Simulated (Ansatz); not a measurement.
Here is an Ansatz 0.2.0 calculation.

The input input.yaml:

```yaml
crystal:
  lattice:
    - [4.454, 0.0, 0.0]
    - [-2.227, 3.8572771485, 0.0]
    - [0.0, 0.0, 5.924]
  atoms:
    - { symbol: Te, position: [0.731, 0.731, 0.0] }
    - { symbol: Te, position: [0.0, 0.269, 0.6666666667] }
    - { symbol: Te, position: [0.269, 0.0, 0.3333333333] }
kpoints:
  mp_grid: { grid: [5, 5, 4] }
  band_path:
    path:
      - [0.0, 0.0, 0.0]
      - [0.5, 0.0, 0.0]
      - [0.3333333333, 0.3333333333, 0.0]
      - [0.0, 0.0, 0.0]
      - [0.0, 0.0, 0.5]
      - [0.5, 0.0, 0.5]
      - [0.3333333333, 0.3333333333, 0.5]
      - [0.0, 0.0, 0.5]
    npoints: 12
scf:
  occupations: { method: fermi_dirac, width: 0.05 }
hamiltonian:
  xc: pbesol
  pseudopotentials: { kind: all_electron, lapw: { basis_error: 0.002 } }
magnetization:
  noncollinear: true
  spin_orbit: true
output:
  forces: true
  stress: true
  eigenvalues: true
```

Potentials or basis: all-electron LAPW, relativistic spinors.

Command:

```sh
$ ansatz run input.yaml --threads 2 --pin off --max-ram 8192MiB --backend cpu --events-out ev --progress --plain --runs-dir out
```

(1) Predict the pressure.

(2) Estimate the largest force.

(3) Estimate the band gap along the path.

Results:

(1) -0.6 GPa.

(2) 0.115 eV/Å.

(3) none (metal or under the smearing width).

Caveat: the k mesh is thin for a metal, which can move the energy by tens of meV per atom.
